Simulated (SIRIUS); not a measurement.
**Te2Mo under changes of volume**

One of the cells (64.121 Å³/atom); the others are scaled copies at fixed shape and fractional positions:

```
CELL_PARAMETERS angstrom
3.56023 0.00000 0.00000
-1.78012 3.08325 0.00000
0.00000 0.00000 17.52406
ATOMIC_POSITIONS crystal
Te 0.33333 0.66667 0.10214
Te 0.33333 0.66667 0.89786
Mo 0.00000 0.00000 0.00000
```

* Program: SIRIUS 7.12.0
* Functional: PBEsol
* Potentials or basis: all-electron FP-LAPW
* Cutoff: 172 eV
* Basis: apw+lo standard
* k mesh: 9 × 9 × 2
* Occupations: fermi-dirac, width 0.05 eV
* Spin: no spin polarisation

```tsv
volume (Å³/atom)	energy over the lowest point (meV/atom)	gap on the mesh (eV)
60.274	?	?
61.556	0.87	1.12
62.839	0.00	1.08
64.121	5.84	1.05
65.404	17.18	1.02
66.686	33.66	0.99
67.968	54.66	0.96
```

Problem. What does the run at 60.274 Å³/atom give?

Solution. Energy over the lowest point 8.65 meV/atom; gap on the mesh 1.15 eV.

Worked out: A Birch-Murnaghan fit of order 3 (a polynomial in V^(-2/3)) to the other rows has its minimum at 62.34 Å³/atom with B0 = V·E''(V) = 41 GPa and B' = 5.0 at fixed shape and positions, which overstates the stiffness. It gives 8.97 meV/atom at 60.274 Å³/atom, against the run's 8.65. A straight line through the other rows of the gap, of slope -1.59 eV per unit of ln V (its deformation potential), extrapolates to 1.15 eV, against the run's 1.15.

Energies are extrapolated to zero smearing.

Caveats: spin-orbit coupling is left out, which moves the levels of the heavy elements.

A mesh can miss the band edges.
